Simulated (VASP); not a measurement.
# Si (Fd-3m) in VASP: notebook

One crystal, Si, is run at these levels: PBE; tasks: band structure, Born charges and dielectric tensor.

Program: VASP 6.6.1. These are calculated values, not measurements. Logs are shortened: lines on timing, memory, paths and dates and some standing lists are left out, and cuts for length are marked.

## (1) Starting point

It takes space group Fd-3m (No. 227, cubic). Conventional cell: a = 5.468 Å, b = 5.468 Å, c = 5.468 Å, α = 90.00°, β = 90.00°, γ = 90.00°. Around Si (site symmetry -43m) lie 4 Si at 2.37 Å.

## (2) Band structure, PBE

Input file INCAR:

```
PREC = Accurate
ENCUT = 520
EDIFF = 1E-7
ISMEAR = 0
SIGMA = 0.02
LREAL = False
LASPH = True
NELM = 60
ALGO = Fast
ISIF = 2
LWAVE = False
LCHARG = False
GGA = PE
```

Input file KPOINTS:

```
regular mesh
0
Gamma
  14 14 14
```

Input file POSCAR:

```
Si                                      
1.0
    0.0000000000      2.7342497352      2.7342497352
    2.7342497352      0.0000000000      2.7342497352
    2.7342497352      2.7342497352      0.0000000000
  Si            
     2
Direct
     0.7500000000000000    0.7500000000000000    0.7500000000000000
     0.5000000000000000    0.5000000000000000    0.5000000000000000
```

Input file KPOINTS_OPT:

```
path GXWKGLUWLK,UX
15
line-mode
reciprocal
 0.0000000000  0.0000000000  0.0000000000  G
 0.5000000000  0.0000000000  0.5000000000  X

 0.5000000000  0.0000000000  0.5000000000  X
 0.5000000000  0.2500000000  0.7500000000  W

 0.5000000000  0.2500000000  0.7500000000  W
 0.3750000000  0.3750000000  0.7500000000  K

 0.3750000000  0.3750000000  0.7500000000  K
 0.0000000000  0.0000000000  0.0000000000  G

 0.0000000000  0.0000000000  0.0000000000  G
 0.5000000000  0.5000000000  0.5000000000  L

 0.5000000000  0.5000000000  0.5000000000  L
 0.6250000000  0.2500000000  0.6250000000  U

 0.6250000000  0.2500000000  0.6250000000  U
 0.5000000000  0.2500000000  0.7500000000  W

 0.5000000000  0.2500000000  0.7500000000  W
 0.5000000000  0.5000000000  0.5000000000  L

 0.5000000000  0.5000000000  0.5000000000  L
 0.3750000000  0.3750000000  0.7500000000  K

 0.6250000000  0.2500000000  0.6250000000  U
 0.5000000000  0.0000000000  0.5000000000  X
```

Potentials or basis: VASP PAW PBE potentials, release 64 (Si).

Started as:

```sh
$ cat potpaw_PBE.64/Si/POTCAR > POTCAR
$ mpirun -np 1 vasp_std > vasp.out
```

OUTCAR:

```text
PREC = Accurate
   ENCUT = 520
   EDIFF = 1E-7
   ISMEAR = 0
   LREAL = False
   LASPH = True
   NELM = 60
   ISIF = 2
   GGA = PE

 ion  position               nearest neighbor table
   1  0.750  0.750  0.750-   2 2.37   2 2.37   2 2.37   2 2.37
   2  0.500  0.500  0.500-   1 2.37   1 2.37   1 2.37   1 2.37

  LATTYP: Found a face centered cubic cell.
 ALAT       =     5.4684994704

  Lattice vectors:

 A1 = (   0.0000000000,   2.7342497352,   2.7342497352)
 A2 = (   2.7342497352,   0.0000000000,   2.7342497352)
 A3 = (   2.7342497352,   2.7342497352,   0.0000000000)

Analysis of symmetry for initial positions (statically):
=====================================================================
 Subroutine PRICEL returns:
 Original cell was already a primitive cell.

 Routine SETGRP: Setting up the symmetry group for a
 face centered cubic supercell.

 Subroutine GETGRP returns: Found 48 space group operations
 (whereof 24 operations were pure point group operations)
 out of a pool of 48 trial point group operations.

The static configuration has the point symmetry T_d .
 The point group associated with its full space group is O_h .

Analysis of symmetry for dynamics (positions and initial velocities):
=====================================================================
 Subroutine PRICEL returns:
 Original cell was already a primitive cell.

 Routine SETGRP: Setting up the symmetry group for a
 face centered cubic supercell.

 Subroutine GETGRP returns: Found 48 space group operations
 (whereof 24 operations were pure point group operations)
 out of a pool of 48 trial point group operations.

The dynamic configuration has the point symmetry T_d .
 The point group associated with its full space group is O_h .

 Subroutine INISYM returns: Found 48 space group operations
 (whereof 24 operations are pure point group operations),
 and found     1 'primitive' translations

----------------------------------------------------------------------------------------

                                     Primitive cell

  volume of cell :      40.8832

  direct lattice vectors                    reciprocal lattice vectors
     0.000000000  2.734249735  2.734249735    -0.182865520  0.182865520  0.182865520
     2.734249735  0.000000000  2.734249735     0.182865520 -0.182865520  0.182865520
     2.734249735  2.734249735  0.000000000     0.182865520  0.182865520 -0.182865520

  length of vectors
     3.866813058  3.866813058  3.866813058     0.316732372  0.316732372  0.316732372

  position of ions in fractional coordinates (direct lattice)
     0.750000000  0.750000000  0.750000000
     0.500000000  0.500000000  0.500000000

  ion indices of the primitive-cell ions
   primitive index   ion index
                 1           1
                 2           2

----------------------------------------------------------------------------------------

 KPOINTS: regular mesh

Automatic generation of k-mesh.
 Grid dimensions read from file:
 generate k-points for:   14   14   14

 Generating k-lattice:

  Cartesian coordinates                     Fractional coordinates (reciprocal lattice)
    -0.013061823  0.013061823  0.013061823     0.071428571  0.000000000  0.000000000
     0.013061823 -0.013061823  0.013061823     0.000000000  0.071428571  0.000000000
     0.013061823  0.013061823 -0.013061823     0.000000000  0.000000000  0.071428571

  Length of vectors
     0.022623741  0.022623741  0.022623741

  Shift w.r.t. Gamma in fractional coordinates (k-lattice)
     0.000000000  0.000000000  0.000000000

 Subroutine IBZKPT returns following result:
 ===========================================

 Found    104 irreducible k-points:

 Following reciprocal coordinates:
            Coordinates               Weight
  0.000000  0.000000  0.000000      1.000000
  0.071429  0.000000  0.000000      8.000000
  0.142857  0.000000  0.000000      8.000000
  0.214286  0.000000  0.000000      8.000000
  0.285714  0.000000  0.000000      8.000000
  0.357143  0.000000  0.000000      8.000000
[... 16 lines left out ...]
  0.214286  0.142857  0.000000     24.000000
  0.285714  0.142857  0.000000     24.000000
 [... further k-points ...]
   k-points           NKPTS =    104   k-points in BZ     NKDIM =    104   number of bands    NBANDS=      8
   number of dos      NEDOS =    301   number of ions     NIONS =      2
   total plane-waves  NPLWV =  27000
   dimension x,y,z NGX =    30 NGY =   30 NGZ =   30
   dimension x,y,z NGXF=    60 NGYF=   60 NGZF=   60
   ions per type =               2
   NGX,Y,Z   is equivalent  to a cutoff of  12.90, 12.90, 12.90 a.u.
   NGXF,Y,Z  is equivalent  to a cutoff of  25.80, 25.80, 25.80 a.u.
 SYSTEM =  unknown system
   PREC   = accura    normal or accurate (medium, high low for compatibility)
   ISTART =      0    job   : 0-new  1-cont  2-samecut
   ICHARG =      2    charge: 1-file 2-atom 10-const
   ISPIN  =      1    spin polarized calculation?
   LNONCOLLINEAR =      F non collinear calculations
   LSORBIT =      F    spin-orbit coupling
   LASPH  =      T    aspherical Exc in radial PAW
   ENCUT  =  520.0 eV  38.22 Ry    6.18 a.u.   7.19  7.19  7.19*2*pi/ulx,y,z
   NELM   =     60;   NELMIN=  2; NELMDL= -5     # of ELM steps
   EDIFF  = 0.1E-06   stopping-criterion for ELM
   LREAL  =      F    real-space projection
   EDIFFG = 0.1E-05   stopping-criterion for IOM
   NSW    =      0    number of steps for IOM
   IBRION =     -1    ionic relax: 0-MD 1-quasi-New 2-CG
   NFREE  =      0    steps in history (QN), initial steepest desc. (CG)
   ISIF   =      2    stress and relaxation
   ISYM   =      2    0-nonsym 1-usesym 2-fastsym
   POTIM  = 0.5000    time-step for ionic-motion
   TEBEG  =    0.0;   TEEND  =   0.0 temperature during run
   PSTRESS=    0.0 pullay stress
   NELECT =       8.0000    total number of electrons
   NUPDOWN=      -1.0000    fix difference up-down
   EMIN   =  10.00;   EMAX   =-10.00  energy-range for DOS
   EFERMI =   0.00;   METHOD = LEGACY
   ISMEAR =     0;   SIGMA  =   0.02  broadening in eV -4-tet -1-fermi 0-gaus
   EFERMI_NEDOS =   21; number of points for ismear=-14 and -15
   IALGO  =     68    algorithm
   IMIX   =      4    mixing-type and parameters
     AMIX     =   0.40;   BMIX     =  1.00
     AMIX_MAG =   1.60;   BMIX_MAG =  1.00
  volume/ion in A,a.u.               =      20.44       137.95
  Fermi-wavevector in a.u.,A,eV,Ry     =   0.950437  1.796065 12.290556  0.903330
  Thomas-Fermi vector in A             =   2.078814
   LORBIT       =      0    0 simple, 1 ext, 2 COOP (PROOUT), +10 PAW based schemes
   GGA     = PE    functional components
   LHFCALC =     F    Hartree Fock is set to
   AEXX    =    0.0000 exact exchange contribution
   IVDW    =     0    specifies the selected vdW correction
   LEPSILON=     F    determine dielectric tensor
   LRPA    =     F    only Hartree local field effects (RPA)
 non-spin polarized calculation
 RMM-DIIS sequential band-by-band and
 Gauss-broadening in eV      SIGMA  =   0.02
  energy-cutoff  :      520.00
  volume of cell :       40.88
 maximum number of plane-waves:      1119
 NGX is ok and might be reduce to    30
   NGX = 15   NGY = 15   NGZ = 15

 number of electron       8.0000001 magnetization

 Free energy of the ion-electron system (eV)
  ---------------------------------------------------
  ext. energy  EPLUGINS =         0.00000000
  ---------------------------------------------------
  free energy    TOTEN  =       -10.84989988 eV

  energy without entropy =      -10.84989988  energy(sigma->0) =      -10.84989988

 E-fermi :   5.7202     XC(G=0):  -9.3277

 val. band max:        5.6171407106   @ k =   0.0000   0.0000   0.0000
 cond. band min:       6.2289448625   @ k =   0.4286   0.4286   0.0000
 fundamental gap:      0.6118041519
 Fermi energy:         5.7201623470

 k-point     1 :       0.0000    0.0000    0.0000
  band No.  band energies     occupation
      1      -6.1983      2.00000
      2       5.6171      2.00000
      3       5.6171      2.00000
      4       5.6171      2.00000
      5       8.1742      0.00000
      6       8.1742      0.00000
      7       8.1742      0.00000
      8       8.7525      0.00000

 k-point     2 :       0.0714    0.0000    0.0000
  band No.  band energies     occupation
      1      -6.1326      2.00000
      2       4.9511      2.00000
      3       5.5114      2.00000
      4       5.5114      2.00000
      5       8.2034      0.00000
      6       8.3298      0.00000
      7       8.3298      0.00000
      8       9.2788      0.00000

 k-point     3 :       0.1429    0.0000    0.0000
  band No.  band energies     occupation
      1      -5.9369      2.00000
      2       3.6972      2.00000
      3       5.2677      2.00000
      4       5.2677      2.00000
      5       7.9959      0.00000
      6       8.6854      0.00000
      7       8.6854      0.00000
      8      10.4682      0.00000

 k-point     4 :       0.2143    0.0000    0.0000
  band No.  band energies     occupation
      1      -5.6167      2.00000
      2       2.3730      2.00000
      3       4.9968      2.00000
      4       4.9968      2.00000
      5       7.7136      0.00000
      6       9.0149      0.00000
      7       9.0149      0.00000
      8      11.7512      0.00000

 k-point     5 :       0.2857    0.0000    0.0000
  band No.  band energies     occupation
      1      -5.1846      2.00000
      2       1.1145      2.00000
      3       4.7601      2.00000
      4       4.7601      2.00000
      5       7.4524      0.00000
      6       9.1423      0.00000
      7       9.1423      0.00000
      8      12.9316      0.00000
[... 177 lines left out ...]
 k-point    22 :       0.1429    0.1429    0.0000
  band No.  band energies     occupation
      1      -5.8485      2.00000
      2       3.9689      2.00000
      3       4.6675      2.00000
      4       4.6675      2.00000
      5       7.5051      0.00000
      6       9.5517      0.00000
      7       9.5517      0.00000
      8       9.9080      0.00000

 k-point    23 :       0.2143    0.1429    0.0000
  band No.  band energies     occupation
      1      -5.6109      2.00000
      2       3.0368      2.00000
      3       4.3656      2.00000
      4       4.4154      2.00000
      5       7.4832      0.00000
      6       9.5028      0.00000
      7      10.0482      0.00000
      8      10.1887      0.00000

 k-point    24 :       0.2857    0.1429    0.0000
  band No.  band energies     occupation
      1      -5.2523      2.00000
      2       1.8843      2.00000
      3       4.0855      2.00000
      4       4.1342      2.00000
      5       7.6931      0.00000
      6       9.4449      0.00000
      7      10.1790      0.00000
      8      10.3299      0.00000

 [... further k-points ...]

------------------------ aborting loop because EDIFF is reached ----------------------------------------

  FORCE on cell =-STRESS in cart. coord.  units (eV):
  Direction    XX          YY          ZZ          XY          YZ          ZX
  --------------------------------------------------------------------------------------
  -------------------------------------------------------------------------------------
  Total        0.0011877      0.0011877      0.0011877     -0.0000000     -0.0000000     -0.0000000
  in kB        0.0465467      0.0465467      0.0465467     -0.0000000     -0.0000000     -0.0000000
  external PRESSURE =       0.0465467 kB  Pullay stress =       0.0000000 kB

 VOLUME and BASIS-vectors are now :
 -----------------------------------------------------------------------------
  energy-cutoff  :      520.00
  volume of cell :       40.88
      direct lattice vectors                 reciprocal lattice vectors
     0.000000000  2.734249735  2.734249735    -0.182865520  0.182865520  0.182865520
     2.734249735  0.000000000  2.734249735     0.182865520 -0.182865520  0.182865520
     2.734249735  2.734249735  0.000000000     0.182865520  0.182865520 -0.182865520

 POSITION                                       TOTAL-FORCE (eV/Angst)
 -----------------------------------------------------------------------------------
      4.10137      4.10137      4.10137        -0.000000     -0.000000     -0.000000
      2.73425      2.73425      2.73425         0.000000      0.000000      0.000000
 -----------------------------------------------------------------------------------
    total drift:                                0.000000     -0.000000     -0.000000

  FREE ENERGIE OF THE ION-ELECTRON SYSTEM (eV)
  ---------------------------------------------------
  free  energy   TOTEN  =       -10.8498998816 eV

  energy  without entropy=      -10.8498998816  energy(sigma->0) =      -10.84989988
```

It took 44 s on 1 thread of Intel Xeon Platinum 8488C (Sapphire Rapids), shared host; peak memory 0.19 GiB.

What came out:

* Free energy: -10.8499 eV
* Pressure: 0.0 GPa
* Band gap on the k mesh: 0.61 eV, indirect (least direct gap 2.56 eV)
* Band gap along the path: 0.61 eV, indirect (least direct gap 2.56 eV)

Levels at the corners of the path, in eV from the valence-band top:
```tsv
point	band 1	band 2	band 3	band 4	band 5	band 6	band 7	band 8
Γ	-11.82	0.00	0.00	0.00	2.56	2.56	2.56	3.14
X	-7.75	-7.75	-2.79	-2.79	0.75	0.75	9.94	9.94
X	-7.75	-7.75	-2.79	-2.79	0.75	0.75	9.94	9.94
W	-7.59	-7.59	-3.76	-3.76	4.27	4.27	4.93	4.93
W	-7.59	-7.59	-3.76	-3.76	4.27	4.27	4.93	4.93
K	-8.16	-7.16	-4.20	-2.38	1.23	4.11	7.38	7.92
K	-8.16	-7.16	-4.20	-2.38	1.23	4.11	7.38	7.92
Γ	-11.82	0.00	0.00	0.00	2.56	2.56	2.56	3.14
Γ	-11.82	0.00	0.00	0.00	2.56	2.56	2.56	3.14
L	-9.54	-6.87	-1.18	-1.18	1.47	3.35	3.35	7.70
L	-9.54	-6.87	-1.18	-1.18	1.47	3.35	3.35	7.70
U	-8.16	-7.16	-4.20	-2.38	1.23	4.11	7.38	7.92
U	-8.16	-7.16	-4.20	-2.38	1.23	4.11	7.38	7.92
W	-7.59	-7.59	-3.76	-3.76	4.27	4.27	4.93	4.93
W	-7.59	-7.59	-3.76	-3.76	4.27	4.27	4.93	4.93
L	-9.54	-6.87	-1.18	-1.18	1.47	3.35	3.35	7.70
L	-9.54	-6.87	-1.18	-1.18	1.47	3.35	3.35	7.70
K	-8.16	-7.16	-4.20	-2.38	1.23	4.11	7.38	7.92
U	-8.16	-7.16	-4.20	-2.38	1.23	4.11	7.38	7.92
X	-7.75	-7.75	-2.79	-2.79	0.75	0.75	9.94	9.94
```

(Continued in part 2 of 2.)
